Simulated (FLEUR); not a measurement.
Hf:

```
Hf
1.0
    -1.80500    1.80500    1.80500
     1.80500   -1.80500    1.80500
     1.80500    1.80500   -1.80500
Hf
1
Direct
  0.00000 0.00000 0.00000
```

This isn't the form of Hf at room conditions, which is hcp.

| Property | Result |
| --- | --- |
| Program | FLEUR MaX-R8.1 (later development tree) |
| Task | single point |
| Functional | PBEsol |
| Potentials or basis | all-electron |
| Basis | FLAPW |
| Kmax | 4.1 1/bohr |
| k mesh | 10 × 10 × 10 |
| Occupations | fermi-dirac, width 0.05 eV |
| Spin | no spin polarisation |
| Gmax | 12.7 1/bohr |
| Muffin-tin radii | Hf 2.66 bohr |
| lmax | Hf 10 |
| lnonsphr | Hf 10 |
| Local orbitals a species | Hf 4 |
| Max iterations | 60 |
| Mixing factor | 0.05 |
| Mixer | Anderson |
| Mixer history | 15 |

On this cell: band gap on the k mesh none (metal or under the smearing width).

The same run follows on a disturbed copy (cell strained at random at fixed volume):

```
Hf
1.0
    -1.73538    1.78809    1.84034
     1.76840   -1.76106    1.84632
     1.78180    1.80748   -1.81331
Hf
1
Direct
  0.98347 0.99320 0.98959
```

Problem. What does the disturbed cell give?

Solution. The energy (extrapolated to zero smearing) moves by +1.8 meV/atom; band gap on the k mesh none (metal or under the smearing width).
